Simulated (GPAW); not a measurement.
Crystal: Nb3Sn.

```
Sn Nb
1.0
     5.28210    0.00000    0.00000
     0.00000    5.28210    0.00000
     0.00000    0.00000    5.28210
Sn Nb
2 6
Direct
  0.50000 0.50000 0.50000
  0.00000 0.00000 0.00000
  0.00000 0.50000 0.25000
  0.00000 0.50000 0.75000
  0.50000 0.25000 0.00000
  0.75000 0.00000 0.50000
  0.50000 0.75000 0.00000
  0.25000 0.00000 0.50000
```

- Program: GPAW 26.7.0
- Task: relaxation of cell and atoms
- Functional: PBEsol
- Dispersion: D3(BJ)+ATM
- Potentials or basis: PAW data sets generated in the run's folder for this functional
- Cutoff: 600 eV
- Basis: pw
- k mesh: 4 × 4 × 4
- Occupations: fermi-dirac, width 0.05 eV
- Spin: no spin polarisation

At the start: pressure -8.4 GPa; volume 18.42 Å³/atom.

**Question.** Where does the relaxation end?

**Answer.** Over 4 steps the energy falls by 24.8 meV/atom and the volume is 17.53 Å³/atom (-4.8 %); space group Pm-3n (No. 223, to 0.05 Å).

The path:
```tsv
step	energy change (eV)	largest force (eV/Å)	pressure (GPa)	volume (Å³)
1	0.0000	0.0000	-8.43	147.37
2	-0.0386	0.0000	-7.63	146.61
3	-0.1979	0.0001	0.47	139.88
4	-0.1983	0.0000	-0.02	140.24
```

Final structure:
```
CELL_PARAMETERS angstrom
5.19552 0.00000 0.00000
0.00000 5.19552 0.00000
0.00000 0.00000 5.19552
ATOMIC_POSITIONS crystal
Sn 0.50000 0.50000 0.50000
Sn 0.00000 0.00000 0.00000
Nb 0.00000 0.50000 0.25000
Nb 0.00000 0.50000 0.75000
Nb 0.50000 0.25000 0.00000
Nb 0.75000 0.00000 0.50000
Nb 0.50000 0.75000 0.00000
Nb 0.25000 0.00000 0.50000
```

Caveat: later steps reuse the first step's grids; pairwise dispersion overbinds metals, which lowers pressure and volume.
